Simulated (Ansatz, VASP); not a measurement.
**Be: VASP beside Ansatz**

```
Be
1.0
    -1.28844    1.28844    1.18536
     1.28844   -1.28844    1.18536
     1.28844    1.28844   -1.18536
Be
1
Direct
  0.00000 0.00000 0.00000
```

Alike in both runs: task single point; functional PBEsol; k mesh 30 × 30 × 30; occupations gaussian, width 0.15 eV; no spin polarisation.

|  | VASP | Ansatz |
| --- | --- | --- |
| version | VASP 6.6.1 | Ansatz 0.2.0 |
| potentials or method | VASP PAW PBE potentials, release 64 (Be) | scalar-relativistic, plane waves, PAW |
| plane-wave cutoff (eV) | 520 | 420 |
| valence electrons in the cell | 2 | 2 |

```tsv
	VASP	Ansatz	Ansatz less VASP
gap on the k mesh at the Fermi level (eV)	none	none	-
pressure (GPa)	-0.6	-1.0	-0.35
largest component of the traceless stress (GPa)	4.14	4.08	-0.061
```

A gap of «none» marks a metal or a gap that the smearing closes.

Caveats: the PAW data sets were made with another functional, which shifts forces and pressure a little (VASP).
